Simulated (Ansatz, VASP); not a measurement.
W: VASP beside Ansatz

```xyz
2
Lattice="3.1834 0.0000 0.0000 0.0000 3.1834 0.0000 0.0000 0.0000 3.1834" Properties=species:S:1:pos:R:3 pbc="T T T"
W     0.0000    0.0000    0.0000
W     1.5917    1.5917    1.5917
```

Alike in both runs: task single point; functional PBE; k mesh 11 × 11 × 11; occupations fermi-dirac, width 0.08 eV; no spin polarisation.

```csv
,VASP,Ansatz
version,VASP 6.6.1,Ansatz 0.2.0
potentials or method,"VASP PAW PBE potentials, release 64 (W_sv), cutoff 520 eV","all-electron LAPW, scalar-relativistic"
```

Ansatz gave:

```
pressure (GPa) : 0.0
```

Question: Estimate VASP's values.

Answer: Pressure (GPa): 0.4.

Ansatz ran all-electron here, so the differences hold the error of VASP's frozen core and of both bases.

The runs have no spin-orbit coupling, so splittings on W are missing.
